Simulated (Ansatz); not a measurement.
Results of r²SCAN50 (Ansatz, a quantum-chemistry and plane-wave program, plane waves, PAW) for zinc-blende ZnTe.

Run with plane-wave cutoff 520 eV, 8×8×8 k mesh, Fermi–Dirac smearing 0.01 eV, scalar-relativistic PAW data made under PBE.

Energies at three volumes about the minimum:

| V (Å³/atom) | E − E_lowest (meV/atom) |
|---|---|
| 28.039 | 0.77 |
| 28.420 | 0.00 |
| 29.130 | 3.02 |

Problem. Fit a parabola by hand: where is the minimum, what lattice constant follows, and what is the bulk modulus?

Solution. Slopes: (0.00 − 0.77)/(28.420 − 28.039) = -2.021 and (3.02 − 0.00)/(29.130 − 28.420) = 4.254 meV/Å³. Curvature E″ = 2 × (4.254 − (-2.021))/(29.130 − 28.039) = 11.503 meV/Å⁶. From the middle of the first interval, the slope vanishes at V0 = 28.2295 − (-2.021)/11.503 = 28.405 Å³/atom. B = V0 E″ = 28.405 × 11.503 meV/Å³ × 0.1602 GPa per meV/Å³ = 52.4 GPa. With 8 atoms in the cube, a = (8 × 28.405)^(1/3) = 6.102 Å. The full Birch–Murnaghan fit to all volumes gives V0 = 28.397 Å³/atom and B0 = 53.7 GPa.

Measured, for comparison: bulk modulus 51 ± 3 GPa (room temperature, not corrected to a static lattice; as tabulated in Determination of phase transition pressures of ZnTe under quasihydrostatic …); lattice constant a 6.104 Å (room temperature, not corrected to a static lattice, our sources range from 6.089 to 6.104; as tabulated in Albrecht et al. (1997), arXiv:cond-mat/9706128). Computed (rounded) less measured: bulk modulus +5 % (inside the measured uncertainty). A static lattice is as a rule a little smaller and stiffer than an uncorrected measurement, which narrows the difference in the bulk modulus and would widen misses of the other sign.
